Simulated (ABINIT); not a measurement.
Runs of ABINIT 10.8.3 (patched build) on AlNi3. It takes space group Pm-3m (No. 221, cubic). Conventional cell: a = 3.523 Å, b = 3.523 Å, c = 3.523 Å, α = 90.00°, β = 90.00°, γ = 90.00°. Ni (site symmetry 4/mmm) has 8 Ni at 2.49 Å and 4 Al at 2.49 Å as nearest neighbours. Around Al (site symmetry m-3m) lie 12 Ni at 2.49 Å. The cell is a database's computed one.

| level | potentials or basis | k mesh | cutoff (eV) | fine-grid cutoff | mesh quality | gap on the mesh (eV) | pressure (GPa) | moment (μB) |
| --- | --- | --- | --- | --- | --- | --- | --- | --- |
| LDA | JTH PAW LDA v2.0 | 3 × 3 × 3 | 816 | 1414.99 eV | coarse | none | - | 0.18 |
| PBE | JTH PAW PBE v2.0 | 5 × 5 × 5 | 1116 | 1714.32 eV | not flagged | none | 7.6 | 0.54 |
| PBE | JTH PAW PBE v2.0 | 3 × 3 × 3 | 1116 | 1714.32 eV | coarse | none | (b) | 0.38 |
| PBEsol | JTH PAW PBE v2.0 | 3 × 3 × 3 | 1116 | 1714.32 eV | coarse | none | (a) | (c) |
| LDA | JTH PAW LDA v2.0 | 5 × 5 × 5 | 816 | 1414.99 eV | not flagged | none | - | 0.08 |

Alike in all rows: task single point; spin collinear, ferromagnetic start; cell as given; smearing fermi-dirac 0.05 eV.

Question: Fill in the values left out.

Answer: (a) 1.2; (b) 8.8; (c) 0.35.

Caveats: some runs use coarse meshes; small starting moments can end in a higher magnetic state in this program; the PAW data sets were made with another functional, which shifts forces and pressure a little (some runs).

A k mesh can miss the band edges.

A gap of «none» marks a metal or a gap under the smearing width.

Not every run made on this cell is shown here.
